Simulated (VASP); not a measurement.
Here is a VASP 6.6.1 calculation.

Contents of POSCAR:

```
LiF
1.0
    3.3637219212      0.0000000000      0.0000000000
   -1.6818609606      2.9130686350      0.0000000000
    0.0000000000      0.0000000000      3.9348264777
Li F
2 2
Direct
    0.3333333333      0.6666666667      0.2500000000
    0.6666666667      0.3333333333      0.7500000000
    0.6666666667      0.3333333333      0.2500000000
    0.3333333333      0.6666666667      0.7500000000
```

File INCAR.step1:

```
SYSTEM = LiF
  ALGO = Normal
  EDIFF = 1E-5
  ENCUT = 520
  GGA = PE
  ISIF = 2
  ISMEAR = 0
  LASPH = .TRUE.
  LCHARG = .FALSE.
  LREAL = .FALSE.
  LWAVE = .TRUE.
  NBANDS = 18
  NELM = 100
  PREC = Accurate
  SIGMA = 0.01
```

INCAR.step2

```
SYSTEM = LiF
  ALGO = Normal
  EDIFF = 1E-7
  ENCUT = 520
  GGA = PE
  HFSCREEN = 0.2079
  ISIF = 2
  ISMEAR = 0
  ISTART = 1
  LASPH = .TRUE.
  LCHARG = .FALSE.
  LHFCALC = .TRUE.
  LREAL = .FALSE.
  LWAVE = .FALSE.
  NBANDS = 18
  NELM = 100
  PREC = Accurate
  PRECFOCK = Normal
  SIGMA = 0.01
```

The input KPOINTS:

```
k-points
0
G
  6 6 4
  0 0 0
```

Potentials or basis: VASP PAW PBE potentials, release 64 (Li_sv, F).

The run is started by

```sh
$ cat potpaw_PBE.64/Li_sv/POTCAR potpaw_PBE.64/F/POTCAR > POTCAR
$ cp INCAR.step1 INCAR
$ mpirun -np 1 vasp_std > vasp.out
$ cp INCAR.step2 INCAR
$ mpirun -np 1 vasp_std > vasp.out
```

Question: Predict the band gap on the k mesh.

Answer: 9.83 eV, direct.
